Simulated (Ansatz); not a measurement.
# InAs: the cost of one run

Program: Ansatz 0.2.0. Level of theory: DFT PBE, scalar-relativistic, plane waves, PAW. These are calculated values, not measurements.

## 1. The starting structure

The structure is cubic, space group Fm-3m (No. 225). The conventional cell has a = 5.755 Å, b = 5.755 Å, c = 5.755 Å, α = 90.00°, β = 90.00°, γ = 90.00°. Around In (site symmetry m-3m) lie 6 As at 2.88 Å. Around As (site symmetry m-3m) lie 6 In at 2.88 Å.

As a file:

```xyz
2
Lattice="0.0000 2.8773 2.8773 2.8773 0.0000 2.8773 2.8773 2.8773 0.0000" Properties=species:S:1:pos:R:3 pbc="T T T"
In    2.8773    2.8773    2.8773
As    0.0000    0.0000    0.0000
```

It goes back to an entry of the Materials Project, which need not be the stable form.

The cell is taken as given, not relaxed at this level.

## 2. The reference cell

Reference values: F = -10454.0780 eV; pressure -0.16 GPa; largest force 0.000 eV/Å; gap on the mesh none (metal). It was computed beforehand with the settings of the runs below.

## 3. Setting up a two-dimensional strain map

The cell is strained by p along both x and y and by q along z, with fractional coordinates fixed.

## 4. p = -0.050, q = -0.050

File input.yaml:

```yaml
crystal:
  lattice:
    - [0.0, 2.7334388, 2.7334388]
    - [2.7334388, 0.0, 2.7334388]
    - [2.7334388, 2.7334388, 0.0]
  atoms:
    - { symbol: In, position: [0.5, 0.5, 0.5] }
    - { symbol: As, position: [0.0, 0.0, 0.0] }
basis:
  ecutwfc: 420
kpoints:
  mp_grid: { grid: [14, 14, 14] }
hamiltonian:
  xc: pbe
scf:
  occupations: { method: gaussian, width: 0.15 }
output:
  forces: true
  stress: true
  eigenvalues: true
```

Run with:

```console
$ ansatz run input.yaml --threads 1 --pin off --max-ram 1228MiB --backend cpu --events-out ev --progress --plain --runs-dir out
```

**Question.** How long does this run take on 1 thread of an x86-64 CPU, shared host, and how much memory does it need?

About 3.3 s, with a peak of 0.47 GiB.
